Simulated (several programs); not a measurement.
**BaHfO3 (Pm-3m) from semi-empirical methods to plane-wave DFT**

BaHfO3 (Pm-3m) from a database structure, relaxed with r2SCAN in Ansatz, was computed with several methods. It is cubic, Pm-3m (No. 221); a = 4.177 Å in the conventional setting, 14.58 Å³ an atom. Ba has 12 O at 2.95 Å; Hf has 6 O at 2.09 Å; O has 2 Hf at 2.09 Å and 4 Ba at 2.95 Å. The values are computed, spin-unpolarised, and not measurements.

```
CELL_PARAMETERS angstrom
4.17705 0.00000 0.00000
0.00000 4.17705 0.00000
0.00000 0.00000 4.17705
ATOMIC_POSITIONS crystal
Ba 0.50000 0.50000 0.99800
Hf 0.00000 0.00000 0.49799
O 0.00000 0.50000 0.49801
O 0.50000 0.00000 0.49801
O 0.00000 0.00000 0.99800
```

Gaps and times are for a single point on this cell; volume and bulk modulus come from each method's own relaxation or energy curve at fixed shape. Times are rough, from shared hosts (AMD EPYC 7R13 Processor; Arm Neoverse V1; Intel Xeon 6975P-C), and each method has its own mesh and cell size. A dagger marks a closed or tiny gap in a crystal that DFT finds insulating: a failure of the method or a wrong SCF state. PM7 (MOPAC): levels, charges or heat of formation failed a check of plausibility, so no values are given. PM6 (MOPAC), PM7 (MOPAC), GFN2-xTB (tblite) treat a cluster of cells at its zone centre, which samples few k points: where these miss a band edge, the gap comes out too large for that reason alone. Gaps from k meshes are read at a limited set of points (mesh, symmetry points, PBE's band edges), so each method's own least gap may be somewhat smaller. xTB and the PM methods were fitted mostly to molecules, and can miss a solid's gap by electronvolts. Minimal bases can be far off for gaps. Times of the plane-wave rungs are withheld (a dash), since they come from other jobs, hosts and meshes; the meshes of hybrids and Hartree-Fock don't converge their gaps to the digits shown. GLLB-SC's gap includes the derivative discontinuity. d marks a direct gap, i an indirect one (no mark: not told apart), a dash a value that wasn't computed or didn't pass its checks.

```
                          method              kind  gap (eV)  own volume (Å³/atom)  bulk modulus (GPa)  atoms computed  processor time
                          PBEsol         semilocal         –                 14.37                   –               5               –
light PBE (260 eV, its own mesh)  light plane-wave    3.34 i                     –                   –               5           1.2 s
                             LDA         semilocal    3.50 i                 14.00                   –               5               –
                             PBE         semilocal    3.66 i                 14.88                 155               5               –
               GFN2-xTB (tblite)     tight binding     0.00†                     –                   –         cluster           5.4 s
                     PM7 (MOPAC)    semi-empirical         –                     –                   –         cluster           9.8 s
                          r2SCAN         semilocal    4.19 i                 14.58                 171               5               –
                  PBE/SZV (CP2K)       small basis    2.78 i                 15.27                 156               5            13 s
                         PBE+SOC         semilocal    3.58 i                     –                   –               5               –
                     PM6 (MOPAC)    semi-empirical      3.65                     –                   –         cluster            19 s
                  GLLB-SC (GPAW)   model potential      6.53                     –                   –               5            21 s
                            PBE0            hybrid    5.93 i                     –                   –               5               –
                    Hartree-Fock    exact exchange   13.71 i                     –                   –               5               –
                 PBE/DZVP (CP2K)       small basis    3.55 i                 14.66                 161               5            36 s
                           HSE06            hybrid    5.18 i                     –                   –               5               –
                        DDH-PBE0            hybrid    5.59 i                     –                   –               5               –
```

Against HSE06 (5.18 eV) and with closed or daggered gaps left aside, the nearest gap at the points sampled is that of DDH-PBE0 (+0.42 eV) and the farthest that of Hartree-Fock (+8.54 eV). HSE06 is only a yardstick of convenience: for gaps this wide it usually falls short of measured ones, so a larger value can be the better one.

Volumes against r2SCAN's: PBEsol -1.4 %, LDA -4.0 %, PBE +2.1 %, PBE/SZV (CP2K) +4.8 %, PBE/DZVP (CP2K) +0.6 %.

Runs without a result: GFN1-xTB (tblite) (single point).

Only the rows marked +SOC include spin-orbit coupling.
